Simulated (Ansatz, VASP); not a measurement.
## One calculation of Na, two programs

Contents of POSCAR:

```
Na
1.0
   -2.1266304395      2.1266304395      2.1266304395
    2.1266304395     -2.1266304395      2.1266304395
    2.1266304395      2.1266304395     -2.1266304395
Na
1
Direct
    0.0000000000      0.0000000000      0.0000000000
```

INCAR.step1

```
SYSTEM = Na
PREC     = Accurate       ! precision mode
ENCUT    = 520            ! plane-wave cutoff, eV
ISMEAR   = -1             ! smearing method
SIGMA    = 0.05           ! smearing width, eV
LREAL    = .FALSE.        ! projectors in reciprocal space
LASPH    = .TRUE.         ! aspherical terms in the spheres
NELM     = 100            ! most SCF steps
NBANDS   = 10             ! bands
GGA      = PE             ! functional
ALGO     = Normal         ! electronic algorithm
EDIFF    = 1E-4           ! SCF threshold, eV
LWAVE    = .TRUE.         ! write WAVECAR
LCHARG   = .FALSE.        ! write CHGCAR
```

INCAR.step2

```
SYSTEM = Na
PREC     = Accurate       ! precision mode
ENCUT    = 520            ! plane-wave cutoff, eV
EDIFF    = 1E-6           ! SCF threshold, eV
ISMEAR   = -1             ! smearing method
SIGMA    = 0.05           ! smearing width, eV
LREAL    = .FALSE.        ! projectors in reciprocal space
LASPH    = .TRUE.         ! aspherical terms in the spheres
NELM     = 100            ! most SCF steps
ALGO     = Normal         ! electronic algorithm
ISIF     = 2              ! what is computed and relaxed
LWAVE    = .FALSE.        ! write WAVECAR
LCHARG   = .FALSE.        ! write CHGCAR
METAGGA  = R2SCAN         ! meta-GGA
LMIXTAU  = .TRUE.       
NBANDS   = 10             ! bands
ISTART   = 1
```

File KPOINTS:

```
Automatic mesh
0
G
  9 9 9
  0 0 0
```

The input input.yaml:

```yaml
crystal:
  lattice:
    - [-2.1266304395, 2.1266304395, 2.1266304395]
    - [2.1266304395, -2.1266304395, 2.1266304395]
    - [2.1266304395, 2.1266304395, -2.1266304395]
  atoms:
    - { symbol: Na, position: [0.0, 0.0, 0.0] }
hamiltonian:
  xc: r2scan
  pseudopotentials: { kind: paw }
kpoints:
  mp_grid: { grid: [9, 9, 9] }
scf:
  occupations: { method: fermi_dirac, width: 0.05 }
output:
  forces: true
  stress: true
  eigenvalues: true
```

Alike in both runs: task single point; functional r2SCAN; k mesh 9 × 9 × 9; occupations fermi-dirac, width 0.05 eV; no spin polarisation.

```csv
,VASP,Ansatz
version,VASP 6.6.1,Ansatz 0.2.0
potentials or method,"VASP PAW PBE potentials, release 64 (Na_pv)",Ansatz PAW
plane-wave cutoff (eV),520,500
valence electrons in the cell,7,9
```

VASP gave:

```
gap on the k mesh at the Fermi level (eV) : none
pressure (GPa)                            : -0.1
```

Problem. What did Ansatz give for the same quantities?

Solution. gap on the k mesh at the Fermi level (eV): none; pressure (GPa): -0.2.

A gap of «none» marks a metal or a gap that the smearing closes. The two sets of potentials don't hold the same shells in valence.

Caveats: the PAW data sets were made with another functional, which shifts forces and pressure a little (VASP); the PAW data sets come from PBE, with cores solved anew for the run's functional, which leaves a small shift of forces and pressure (Ansatz).
